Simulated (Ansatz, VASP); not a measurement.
## Two plane-wave programs on TiB2

```
CELL_PARAMETERS angstrom
3.01797 0.00000 0.00000
-1.50899 2.61364 0.00000
0.00000 0.00000 3.18500
ATOMIC_POSITIONS crystal
Ti 0.00000 0.00000 0.00000
B 0.33333 0.66667 0.50000
B 0.66667 0.33333 0.50000
```

Alike in both runs: functional PBEsol; k mesh 15 × 15 × 14; occupations fermi-dirac, width 0.15 eV; no spin polarisation.

Ansatz relaxed the structure, and its values are those at the end. VASP's run is a single point on that final structure, the one shown.

```csv
,VASP,Ansatz
version,VASP 6.6.1,Ansatz 0.2.0
potentials or method,"VASP PAW PBE potentials, release 64 (Ti_sv, B)","scalar-relativistic, plane waves, PAW"
plane-wave cutoff (eV),520,420
valence electrons in the cell,18,18
```

Ansatz gave:

| Item | Value |
| --- | --- |
| gap on the k mesh at the Fermi level (eV) | none |
| pressure (GPa) | 0.0 |

What did VASP give for the same quantities?

gap on the k mesh at the Fermi level (eV): none; pressure (GPa): 0.4.

A gap of «none» marks a metal or a gap that the smearing closes. The functional is the same, so the differences come from potentials, cutoffs and numerics.

Caveats: the PAW data sets were made with another functional, which shifts forces and pressure a little (VASP).
